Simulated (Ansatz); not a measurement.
A run of Ansatz 0.2.0 is set up as follows.

The input input.yaml:

```yaml
crystal:
  lattice:
    - [0.0, 2.0859016414, 2.0859016414]
    - [2.0859016414, 0.0, 2.0859016414]
    - [2.0859016414, 2.0859016414, 0.0]
  atoms:
    - { symbol: Ni, position: [0.0, 0.0, 0.0], spin: 1.0 }
    - { symbol: O, position: [0.5, 0.5, 0.5] }
kpoints:
  mp_grid: { grid: [11, 11, 11] }
scf:
  occupations: { method: fermi_dirac, width: 0.05 }
hamiltonian:
  xc: pbesol
  pseudopotentials: { kind: all_electron, lapw: { basis_error: 0.001 } }
magnetization:
  spin_polarized: true
output:
  forces: true
  stress: true
relax:
  f_tol: 0.02
  max_steps: 60
  cell: { p_target: 10 }
```

Potentials or basis: all-electron LAPW, scalar-relativistic.

Command:

```console
$ ansatz run input.yaml --threads 2 --pin off --max-ram 6144MiB --backend cpu --events-out ev --progress --plain --runs-dir out
```

(1) What does it give for the relaxed cell?

(2) Predict the site moments.

(3) Predict the space group after relaxing (to 0.05 Å).

(4) Estimate the absolute moment.

Answers

(1) a = 2.870 Å, b = 2.870 Å, c = 2.870 Å, α = 60.00°, β = 60.00°, γ = 60.00°.

(2) Ni +1.00; O +0.17 μB.

(3) Fm-3m (No. 225).

(4) 1.19 μB per cell.

Caveat: a cell with one magnetic atom can't hold antiferromagnetic order, which such compounds often take.
